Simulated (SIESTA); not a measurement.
Crystal: ZnS.

```
CELL_PARAMETERS angstrom
0.00000 2.70200 2.70200
2.70200 0.00000 2.70200
2.70200 2.70200 0.00000
ATOMIC_POSITIONS crystal
Zn 0.75000 0.75000 0.75000
S 0.00000 0.00000 0.00000
```

Base run:

```yaml
Program: SIESTA 5.4.2
Functional: PBE
Potentials_or_basis: PseudoDojo 0.4 standard (PBE files)
Basis: DZP (energy shift 0.003 Ry; two zetas on semicore shells)
Grid_cutoff: 800 Ry
Energy_shift: 0.003 Ry
k_mesh: 9 × 9 × 9
Occupations: fermi-dirac, width 0.05 eV
Spin: no spin polarisation
```

Its results: band gap on the k mesh 2.49 eV, direct; pressure 2.5 GPa.

Problem. The run is repeated on the same cell with these changes: functional from PBE to PBEsol; potentials or basis from PseudoDojo 0.4 standard (PBE files) to PseudoDojo 0.4 standard (PBEsol files). What comes out?

Solution. Band gap on the k mesh 2.36 eV, direct; pressure -1.1 GPa.

Caveats: short orbitals over semicore shells can move pressures by several GPa; the valence orbitals were made in a potential fitted to the semicore shell under them, which widens gaps by tenths of an eV or more; the basis of atomic orbitals isn't converged, which shifts pressures, moduli and gaps; the basis holds too few empty states to meet the f-sum rule, so the spectrum is short of weight at high energy (some runs); an odd mesh through Γ misses points on the zone boundary, where band edges often lie (some runs).
